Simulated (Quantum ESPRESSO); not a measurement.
Crystal: ZnSe (Stilleite).

```
Se Zn
1.0
     0.00000    2.83380    2.83380
     2.83380    0.00000    2.83380
     2.83380    2.83380    0.00000
Se Zn
1 1
Direct
  0.75000 0.75000 0.75000
  0.00000 0.00000 0.00000
```

Below is the output of Quantum ESPRESSO 7.5 for this cell. Logs are shortened: lines on timing, memory, paths and dates and some standing lists are left out, and cuts for length are marked.

```text
This program is part of the open-source Quantum ESPRESSO suite
     for quantum simulation of materials; please cite
         "P. Giannozzi et al., J. Phys.:Condens. Matter 21 395502 (2009);
         "P. Giannozzi et al., J. Phys.:Condens. Matter 29 465901 (2017);
         "P. Giannozzi et al., J. Chem. Phys. 152 154105 (2020);
     in publications or presentations arising from this work. More details at

     IMPORTANT: XC functional enforced from input :
     Exchange-correlation= PBESOL
                           (   1   4  10   8   0   0   0)
     Any further DFT definition will be discarded
     Please, verify this is what you really want

     Message from routine setup:
     using ibrav=0 with symmetry is DISCOURAGED, use correct ibrav instead

     G-vector sticks info
     --------------------
     sticks:   dense  smooth     PW     G-vecs:    dense   smooth      PW
     Sum        1993    1003    301                58887    20827    3479

     Using Slab Decomposition

     bravais-lattice index     =            0
     lattice parameter (alat)  =       7.5733  a.u.
     unit-cell volume          =     307.1384 (a.u.)^3
     number of atoms/cell      =            2
     number of atomic types    =            2
     number of electrons       =        26.00
     number of Kohn-Sham states=           20
     kinetic-energy cutoff     =      63.0000  Ry
     charge density cutoff     =     506.0000  Ry
     scf convergence threshold =      4.0E-10
     mixing beta               =       0.5000
     number of iterations used =            8  plain     mixing
     energy convergence thresh.=      1.0E-05
     force convergence thresh. =      4.0E-04
     press convergence thresh. =      3.0E-01
     Exchange-correlation= PBESOL
                           (   1   4  10   8   0   0   0)
     nstep                     =           40

     celldm(1)=   7.573263  celldm(2)=   0.000000  celldm(3)=   0.000000
     celldm(4)=   0.000000  celldm(5)=   0.000000  celldm(6)=   0.000000

     crystal axes: (cart. coord. in units of alat)
               a(1) = (   0.000000   0.707107   0.707107 )
               a(2) = (   0.707107   0.000000   0.707107 )
[... 1852 lines left out ...]

     reciprocal axes: (cart. coord. in units 2 pi/alat)
               b(1) = ( -0.759583  0.759583  0.759583 )
               b(2) = (  0.759583 -0.759583  0.759583 )
               b(3) = (  0.759583  0.759583 -0.759583 )

     PseudoPot. # 1 for Se read from file:
     Se_pbe_v1.uspp.F.UPF
     Pseudo is Ultrasoft + core correction, Zval =  6.0
     Generated by new atomic code, or converted to UPF format
     Using radial grid of  877 points,  6 beta functions with:
                l(1) =   0
                l(2) =   0
                l(3) =   1
                l(4) =   1
                l(5) =   2
                l(6) =   2
     Q(r) pseudized with  8 coefficients,  rinner =    1.300   1.300   1.300
                                                       1.300   1.300

     PseudoPot. # 2 for Zn read from file:
     Zn_pbe_v1.uspp.F.UPF
     Pseudo is Ultrasoft, Zval = 20.0
     Generated by new atomic code, or converted to UPF format
     Using radial grid of  943 points,  6 beta functions with:
                l(1) =   0
                l(2) =   0
                l(3) =   1
                l(4) =   1
                l(5) =   2
                l(6) =   2
     Q(r) pseudized with  8 coefficients,  rinner =    1.100   1.100   1.100
                                                       1.100   1.100

     atomic species   valence    mass     pseudopotential
     Se                6.00    78.97100     Se( 1.00)
     Zn               20.00    65.38000     Zn( 1.00)

     24 Sym. Ops. (no inversion) found

   Cartesian axes

     site n.     atom                  positions (alat units)
         1        Se     tau(   1) = (   0.9873844   0.9873844   0.9873844  )
         2        Zn     tau(   2) = (  -0.0000000  -0.0000000  -0.0000000  )

     number of k points=    29  Fermi-Dirac smearing, width (Ry)=  0.0037
                       cart. coord. in units 2pi/alat
        k(    1) = (   0.0000000   0.0000000   0.0000000), wk =   0.0039062
        k(    2) = (   0.0949478   0.0949478  -0.0949478), wk =   0.0312500
        k(    3) = (   0.1898956   0.1898956  -0.1898956), wk =   0.0312500
        k(    4) = (   0.2848435   0.2848435  -0.2848435), wk =   0.0312500
        k(    5) = (  -0.3797913  -0.3797913   0.3797913), wk =   0.0156250
        k(    6) = (   0.1898956  -0.0000000   0.0000000), wk =   0.0234375
[... 21 lines left out ...]
        k(   28) = (  -0.7595826   0.1898956  -0.0000000), wk =   0.0468750
        k(   29) = (  -0.7595826   0.3797913  -0.0000000), wk =   0.0234375

     Dense  grid:    47591 G-vectors     FFT dimensions: (  54,  54,  54)

     Smooth grid:    16625 G-vectors     FFT dimensions: (  36,  36,  36)

     Initial potential from superposition of free atoms

     starting charge      25.9998, renormalised to      26.0000
     Starting wfcs are   17 randomized atomic wfcs +    3 random wfcs

     Self-consistent Calculation

     iteration #  1     ecut=    63.00 Ry     beta= 0.50
     Davidson diagonalization with overlap
     c_bands:  1 eigenvalues not converged
     c_bands:  1 eigenvalues not converged
     c_bands:  1 eigenvalues not converged
     c_bands:  1 eigenvalues not converged
     ethr =  1.00E-06,  avg # of iterations = 16.7
[... 271 lines left out ...]
          total   stress  (Ry/bohr**3)                   (kbar)     P=      201.72
   0.00137127   0.00000000   0.00000000          201.72        0.00        0.00
   0.00000000   0.00137127   0.00000000            0.00      201.72        0.00
  -0.00000000   0.00000000   0.00137127           -0.00        0.00      201.72

=------------------------------------------------------------------------------=
   JOB DONE.
=------------------------------------------------------------------------------=
```

Write the input and the command behind it.

Relaxation of cell and atoms with PBEsol, no spin polarisation. The files as run (others can give the same):

pw.in
```
&CONTROL
  calculation = 'vc-relax'
  prefix = 'pwscf'
  outdir = './tmp'
  pseudo_dir = './pseudo'
  tprnfor = .true.
  tstress = .true.
  disk_io = 'low'
  nstep = 40
  forc_conv_thr = 0.0004
  etot_conv_thr = 1d-05
/
&SYSTEM
  ibrav = 0
  nat = 2
  ntyp = 2
  ecutwfc = 63
  ecutrho = 506
  nbnd = 20
  input_dft = 'pbesol'
  occupations = 'smearing'
  smearing = 'fd'
  degauss = 0.00367493
/
&ELECTRONS
  conv_thr = 4d-10
  electron_maxstep = 120
  mixing_beta = 0.5
/
&IONS
  ion_dynamics = 'bfgs'
/
&CELL
  cell_dynamics = 'bfgs'
  press = 200
  press_conv_thr = 0.3
/
ATOMIC_SPECIES
Se    78.9710 Se_pbe_v1.uspp.F.UPF
Zn    65.3800 Zn_pbe_v1.uspp.F.UPF
CELL_PARAMETERS bohr
   0.0000000000    5.3551058920    5.3551058920
   5.3551058920    0.0000000000    5.3551058920
   5.3551058920    5.3551058920    0.0000000000
ATOMIC_POSITIONS bohr
Se     8.0326588379    8.0326588379    8.0326588379
Zn     0.0000000000    0.0000000000    0.0000000000
K_POINTS automatic
8 8 8 0 0 0
```

Potentials or basis: SSSP 1.3 efficiency PBE.
Run with:
```bash
$ OMP_NUM_THREADS=1 pw.x -in pw.in > pw.out
```

Caveat: the potentials were made for another functional, which shifts forces and pressure.
